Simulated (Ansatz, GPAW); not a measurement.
Given: the input of a run of GPAW 26.7.0 (ASE script) on Ti (Titanium). 

Contents of run.py:

```python
from ase.dft.bandgap import bandgap
from ase.io import read, write
from ase.units import Bohr, GPa
from gpaw import GPAW, PW
from gpaw.elf import elf_from_dft_calculation

atoms = read('Ti.xyz')

calc = GPAW(mode=PW(600),
            xc='PBE',
            kpts={'size': (10, 10, 6), 'gamma': True},
            occupations={'name': 'methfessel-paxton', 'order': 0, 'width': 0.025},
            nbands=24,
            convergence={'density': 1e-05, 'energy': 1e-05},
            maxiter=150,
            txt='gpaw.txt')
atoms.calc = calc
energy = atoms.get_potential_energy()
forces = atoms.get_forces()
stress = atoms.get_stress()
calc.write('gs.gpw')
write('result.traj', atoms)
print(f'Energy: {energy:.6f} eV')
print('Forces (eV/A):')
print(forces.round(4))
print('Stress (GPa):', (stress / GPa).round(3))
print('Fermi level:', round(calc.get_fermi_level(), 4), 'eV')
print(f'Gap: {bandgap(calc)[0]:.4f} eV, direct: {bandgap(calc, direct=True)[0]:.4f} eV')

# fields on the real-space grid
write('density.cube', atoms, data=calc.get_pseudo_density() * Bohr**3)
write('potential.cube', atoms, data=calc.get_electrostatic_potential())
write('elf.cube', atoms, data=elf_from_dft_calculation(calc).data)
```

The input Ti.xyz:

```xyz
2
Lattice="2.9500000000 0.0000000000 0.0000000000 -1.4750000000 2.5547749412 0.0000000000 0.0000000000 0.0000000000 4.6800000000" Properties=species:S:1:pos:R:3 pbc="T T T"
Ti     1.4750000001      0.8515916470      3.5100000000
Ti    -0.0000000001      1.7031832942      1.1700000000
```

Potentials or basis: GPAW PAW data sets (gpaw-data 1.2.1), pw.

The run is started by

```sh
$ OMP_NUM_THREADS=1 python run.py
```

Set up the same calculation for Ansatz 0.2.0. Potentials or basis there: Ansatz PAW, cutoff 420 eV.

As run (cutoffs and basis follow the program's own potentials, and thresholds, step limits or extra output files can differ):

Contents of input.yaml:

```yaml
crystal:
  lattice:
    - [2.95, 0.0, 0.0]
    - [-1.475, 2.5547749412, 0.0]
    - [0.0, 0.0, 4.68]
  atoms:
    - { symbol: Ti, position: [0.6666666667, 0.3333333333, 0.75] }
    - { symbol: Ti, position: [0.3333333333, 0.6666666667, 0.25] }
hamiltonian:
  xc: pbe
  pseudopotentials: { kind: paw }
kpoints:
  mp_grid: { grid: [10, 10, 6] }
scf:
  occupations: { method: gaussian, width: 0.025 }
output:
  forces: true
  stress: true
  eigenvalues: true
  write_density: true
  write_potential: true
  elf: true
  volumetric_format: npy
```

Potentials or basis: Ansatz PAW.

Command:

```console
$ ansatz run input.yaml --threads 2 --pin off --max-ram 5632MiB --backend cpu --events-out ev --progress --plain --runs-dir out
```

Both were run:

|  | GPAW | Ansatz |
| --- | --- | --- |
| Pressure | -2.0 GPa | -1.4 GPa |

Ansatz's pressure holds a Pulay term of +0.01 GPa for its cutoff of 420 eV, which the other run lacks.

Where Ansatz's input types no cutoff or centring, it takes its own default and a Γ-centred mesh.

Pressure is positive in compression.
